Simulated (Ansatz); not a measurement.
# Cd, one cell by several methods

```xyz
1
Lattice="0.0000 2.2495 2.2495 2.2495 0.0000 2.2495 2.2495 2.2495 0.0000" Properties=species:S:1:pos:R:3 pbc="T T T"
Cd    0.0000    0.0000    0.0000
```

The structure comes from a relaxation in the same program, started in the fcc type, and has space group Fm-3m. Whether it is a known phase or the ground state wasn't checked.

Methods: DFT, PBE, PAW with Ansatz's default frozen-core files, scalar-relativistic (Ansatz 0.2.0); DFT, PBE, all-electron LAPW, scalar-relativistic (Ansatz 0.2.0).

For PAW: a Γ-centred 14×14×14 k mesh, Fermi–Dirac smearing of 0.03 eV, cutoff 420 eV, no spin polarisation. LAPW targets a basis error of 1 meV/atom. The Ansatz runs share mesh, smearing and spin set-up. Plane-wave (PAW) pressures include the program's estimate of the Pulay term.

Stress and pressure are positive in compression.

Levels count from the Fermi level.

PAW results:

| quantity | PAW |
| --- | --- |
| pressure (GPa) | 0.00 |
| highest filled level at Γ (eV) | -8.442 |
| lowest empty level at Γ (eV) | 13.126 |
| highest filled level at W (eV) | -8.145 |
| lowest empty level at W (eV) | 1.883 |
| highest filled level at X (eV) | -0.671 |
| lowest empty level at X (eV) | 1.269 |

Question: What does LAPW (all electrons) give for the same quantities?

Answer: 
```csv
quantity,LAPW
pressure (GPa),0.01
highest filled level at Γ (eV),-8.442
lowest empty level at Γ (eV),13.122
highest filled level at W (eV),-8.146
lowest empty level at W (eV),1.882
highest filled level at X (eV),-0.670
lowest empty level at X (eV),1.269
```
